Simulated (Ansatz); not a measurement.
HfO2 under changes of volume

One of the cells (11.152 Å³/atom); the others are scaled copies at fixed shape and fractional positions:

```
Hf O
1.0
     0.00000    2.55750    2.55750
     2.55750    0.00000    2.55750
     2.55750    2.55750    0.00000
Hf O
1 2
Cartesian
  0.0000 0.0000 0.0000
  3.8363 3.8363 3.8363
  1.2788 1.2788 1.2788
```

Measurements of this composition are mostly on another form, of space group No. 14.

```yaml
Program: Ansatz 0.2.0
Functional: LDA
Potentials_or_basis: all-electron LAPW, scalar-relativistic
Cutoff: 343 eV (chosen from the basis error)
Basis_error_allowed: 0.002 eV/atom
k_mesh: 9 × 9 × 9
Occupations: fermi-dirac, width 0.05 eV
Spin: no spin polarisation
```

```tsv
volume (Å³/atom)	energy over the lowest point (meV/atom)	pressure (GPa)	gap on the mesh (eV)
10.483	0.00	-1.4	3.76
10.706	5.97	-7.0	3.71
10.929	19.28	-12.0	3.66
11.152	39.17	-16.5	3.61
11.375	64.93	-20.5	3.56
11.598	95.93	-24.0	3.51
11.821	?	?	?
```

Problem. What does the run at 11.821 Å³/atom give?

Solution. Energy over the lowest point 131.63 meV/atom; pressure -27.2 GPa; gap on the mesh 3.46 eV.

Worked out: A Birch-Murnaghan fit of order 3 (a polynomial in V^(-2/3)) to the other rows has its minimum at 10.43 Å³/atom, just outside them, with B0 = V·E''(V) = 284 GPa and B' = 4.3. It gives 131.62 meV/atom at 11.821 Å³/atom, against the run's 131.63, and -dE/dV = -27.2 GPa, against -27.2. A straight line through the other rows of the gap, of slope -2.47 eV per unit of ln V, extrapolates to 3.46 eV, against the run's 3.46.

Energies are extrapolated to zero smearing.

Caveats: spin-orbit coupling is left out, which moves the levels of the heavy elements; an odd mesh through Γ misses points on the zone boundary, where band edges often lie.
